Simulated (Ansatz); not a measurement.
# TiSe2: further runs on the relaxed cell

The task, for TiSe2: fit an equation of state.

A COD entry behind a cell of this session may itself be a prediction, so a difference from it is no test against experiment.

Method: DFT r2SCAN, scalar-relativistic, plane waves, PAW, in Ansatz 0.2.0.

## Step 1: The system as given

The structure is trigonal, space group P-3m1 (No. 164). The conventional cell has a = 3.561 Å, b = 3.561 Å, c = 6.312 Å, α = 90.00°, β = 90.00°, γ = 120.00°. Around Ti (site symmetry -3m) lie 6 Se at 2.56 Å. Se (site symmetry 3m) is surrounded by 3 Ti at 2.56 Å.

As a file:

```cif
data_structure
_symmetry_space_group_name_H-M 'P 1'
_symmetry_Int_Tables_number 1
_cell_length_a 3.5614
_cell_length_b 3.5614
_cell_length_c 6.3121
_cell_angle_alpha 90.000
_cell_angle_beta 90.000
_cell_angle_gamma 120.000
_cell_volume 69.33
loop_
_atom_site_label
_atom_site_type_symbol
_atom_site_fract_x
_atom_site_fract_y
_atom_site_fract_z
_atom_site_occupancy
Ti1 Ti 0.00000 0.00000 0.00000 1
Se1 Se 0.33333 0.66667 0.24039 1
Se2 Se 0.66667 0.33333 0.75961 1
```

This cell was relaxed beforehand with the same method: volume 23.11 Å³/atom, gap on the mesh none (metal).

## Step 2: Volume × 0.97

Input file input.yaml:

```yaml
crystal:
  lattice:
    - [3.5254311057, 0.0, 0.0]
    - [-1.7627155529, 3.0531128968, 0.0]
    - [0.0, 0.0, 6.2483280476]
  atoms:
    - { symbol: Ti, position: [0.0, 0.0, 0.0] }
    - { symbol: Se, position: [0.3333333333, 0.6666666667, 0.2403943924] }
    - { symbol: Se, position: [0.6666666667, 0.3333333333, 0.7596056076] }
basis:
  ecutwfc: 500
kpoints:
  mp_grid: { grid: [15, 15, 8] }
hamiltonian:
  xc: r2scan
scf:
  occupations: { method: gaussian, width: 0.1 }
output:
  forces: true
  stress: true
  eigenvalues: true
relax:
  adjacent_minimum: "off"
  f_tol: 0.01
  max_steps: 30
  cell: { stress_tol: 0.1, fix: [volume] }
```

Launch:

```console
$ ansatz run input.yaml --threads 4 --pin off --max-ram 10240MiB --backend cpu --events-out ev --progress --plain --runs-dir out
```

## Step 3: Point at V/V0 = 1.03

Edit input.yaml of step 2 so:

```diff
@@ -2,5 +2,5 @@
   lattice:
-    - [3.5254311057, 0.0, 0.0]
-    - [-1.7627155529, 3.0531128968, 0.0]
-    - [0.0, 0.0, 6.2483280476]
+    - [3.5966711298, 0.0, 0.0]
+    - [-1.7983355649, 3.1148085675, 0.0]
+    - [0.0, 0.0, 6.3745909152]
   atoms:
```

## Step 4: Point at V/V0 = 0.94

Input file input.yaml:

```yaml
crystal:
  lattice:
    - [3.5135101319, 0.0, 0.0]
    - [-1.756755066, 3.0427890306, 0.0]
    - [0.0, 0.0, 6.0962390095]
  atoms:
    - { symbol: Ti, position: [0.0, 0.0, 0.0] }
    - { symbol: Se, position: [0.3333333333, 0.6666666667, 0.2465048574] }
    - { symbol: Se, position: [0.6666666667, 0.3333333333, 0.7534951426] }
basis:
  ecutwfc: 500
kpoints:
  mp_grid: { grid: [15, 15, 8] }
hamiltonian:
  xc: r2scan
scf:
  occupations: { method: gaussian, width: 0.1 }
output:
  forces: true
  stress: true
  eigenvalues: true
relax:
  adjacent_minimum: "off"
  f_tol: 0.01
  max_steps: 30
  cell: { stress_tol: 0.1, fix: [volume] }
```

## Step 5: Point at V/V0 = 1.06

Input file input.yaml:

```yaml
crystal:
  lattice:
    - [3.6045414157, 0.0, 0.0]
    - [-1.8022707078, 3.1216244349, 0.0]
    - [0.0, 0.0, 6.5316420763]
  atoms:
    - { symbol: Ti, position: [0.0, 0.0, 0.0] }
    - { symbol: Se, position: [0.3333333333, 0.6666666667, 0.2343776073] }
    - { symbol: Se, position: [0.6666666667, 0.3333333333, 0.7656223927] }
basis:
  ecutwfc: 500
kpoints:
  mp_grid: { grid: [15, 15, 8] }
hamiltonian:
  xc: r2scan
scf:
  occupations: { method: gaussian, width: 0.1 }
output:
  forces: true
  stress: true
  eigenvalues: true
relax:
  adjacent_minimum: "off"
  f_tol: 0.01
  max_steps: 30
  cell: { stress_tol: 0.1, fix: [volume] }
```

(Steps that only read results are left out.)

Q: Predict the outcome of this session. Wanted: equilibrium volume of the fit; bulk modulus.

As calculated:

| quantity | value |
| --- | --- |
| equilibrium volume of the fit | 23.13 Å³/atom |
| bulk modulus | 18 GPa |
| its pressure derivative | 15.0 |

What this shows: The fit puts the minimum at 23.13 Å³/atom with B = 18 GPa and B' = 15.0. B' = 15.0 lies outside the usual range of about 3 to 6, so take the fit with care. Layers here are held mostly by dispersion, which this level lacks, so their spacing and the stiffness across them are unreliable there.
